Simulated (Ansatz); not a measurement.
# Ga6HN6: the cost of one run

Method: DFT PBE, scalar-relativistic, plane waves, PAW, in Ansatz 0.2.0.

2 further runs of the same task are left out: 2 set aside as unsound or not needed.

**1. The structure to begin with**

It takes space group P6_3mc (No. 186, hexagonal). Conventional cell: a = 3.218 Å, b = 3.218 Å, c = 5.243 Å, α = 90.00°, β = 90.00°, γ = 120.00°. Ga (site symmetry 3m) has 4 N at 1.97 to 1.98 Å as nearest neighbours. N (site symmetry 3m) has 4 Ga at 1.97 to 1.98 Å as nearest neighbours.

Structure file:

```cif
data_structure
_symmetry_space_group_name_H-M 'P 1'
_symmetry_Int_Tables_number 1
_cell_length_a 3.2184
_cell_length_b 3.2184
_cell_length_c 5.2432
_cell_angle_alpha 90.000
_cell_angle_beta 90.000
_cell_angle_gamma 120.000
_cell_volume 47.03
loop_
_atom_site_label
_atom_site_type_symbol
_atom_site_fract_x
_atom_site_fract_y
_atom_site_fract_z
_atom_site_occupancy
Ga1 Ga 0.66667 0.33333 0.49913 1
Ga2 Ga 0.33333 0.66667 0.99913 1
N1 N 0.66667 0.33333 0.87587 1
N2 N 0.33333 0.66667 0.37587 1
```

It goes back to an entry of the Materials Project.

It is the result of an earlier relaxation at this level (volume 11.76 Å³/atom; gap on the mesh: 1.71 eV).

**2. The defect cell, relaxed**

The supercell's rows are 0 0 -1; 2 1 0; -1 -2 0 in vectors of the relaxed cell. Atom 13 is the H that will move.

input.yaml

```yaml
crystal:
  lattice:
    - [0.0, 0.0, -5.2431684262]
    - [4.827556226, 2.7871908866, 0.0]
    - [1.0e-10, -5.5743817732, 0.0]
  atoms:
    - { symbol: Ga, position: [0.5008651352, 0.6666666667, 0.6666666667] }
    - { symbol: Ga, position: [0.5008651352, 0.3333333333, 0.0] }
    - { symbol: Ga, position: [0.5008651352, 1.0, 0.3333333333] }
    - { symbol: Ga, position: [0.0008651352, 0.3333333333, 0.3333333333] }
    - { symbol: Ga, position: [0.0008651352, 0.0, 0.6666666667] }
    - { symbol: Ga, position: [0.0008651352, 0.6666666667, 0.0] }
    - { symbol: "N", position: [0.1241348648, 0.6666666667, 0.6666666667] }
    - { symbol: "N", position: [0.1241348648, 0.3333333333, 0.0] }
    - { symbol: "N", position: [0.1241348648, 1.0, 0.3333333333] }
    - { symbol: "N", position: [0.6241348648, 0.3333333333, 0.3333333333] }
    - { symbol: "N", position: [0.6241348648, 0.0, 0.6666666667] }
    - { symbol: "N", position: [0.6241348648, 0.6666666667, 0.0] }
    - { symbol: H, position: [0.8182122369, -0.0045179223, 0.0097058689], spin: 1.0 }
basis:
  ecutwfc: 420
  xc_grid: 2
kpoints:
  mp_grid: { grid: [3, 3, 3], shift: [0.0, 0.0, 0.0] }
hamiltonian:
  xc: pbe
scf:
  occupations: { method: gaussian, width: 0.02 }
output:
  forces: true
  stress: false
  eigenvalues: true
  populations: true
  write_density: true
  write_potential: true
  elf: true
  volumetric_format: npy
magnetization:
  spin_polarized: true
relax:
  adjacent_minimum: "off"
  f_tol: 0.02
  max_steps: 60
```

Started as:

```sh
> ansatz run input.yaml --threads 4 --pin off --max-ram 8192MiB --backend cpu --events-out ev --progress --plain --runs-dir out
```

**Question.** How long does this run take on 4 threads of Arm Neoverse V1, shared host, and how much memory does it need?

About 72 s, with a peak of 0.63 GiB.
